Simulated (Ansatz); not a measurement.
The system is SnO.

```xyz
4
Lattice="3.8137 0.0000 0.0000 0.0000 3.8137 0.0000 0.0000 0.0000 4.8869" Properties=species:S:1:pos:R:3 pbc="T T T"
Sn    1.9068    0.0000    3.7367
Sn    0.0000    1.9068    1.1503
O     0.0000    0.0000    0.0000
O     1.9068    1.9068    0.0000
```

The cell is a database's computed one.

Base run:

```yaml
Program: Ansatz 0.2.0
Functional: LDA
Potentials_or_basis: all-electron LAPW, scalar-relativistic
Cutoff: 318 eV
Density_cutoff: 1273 eV
Basis_error_allowed: 0.002 eV/atom
k_mesh: 7 × 7 × 6
Occupations: fermi-dirac, width 0.05 eV
Spin: no spin polarisation
```

Its results: band gap on the k mesh 0.46 eV, indirect (least direct gap 2.01 eV); pressure -3.3 GPa; largest force 0.236 eV/Å.

**Question.** The run is repeated on the same cell with these changes: functional from LDA to PBEsol. What comes out?

**Answer.** Band gap on the k mesh 0.36 eV, indirect (least direct gap 1.99 eV); pressure -0.6 GPa; largest force 0.071 eV/Å.

PBEsol binds less tightly than LDA, so the same cell stands under more pressure.

Caveats: spin-orbit coupling is left out, which moves the levels of the heavy elements; the mesh misses the band edges, which the band path finds closer together.

Not every run made on this cell is shown here.
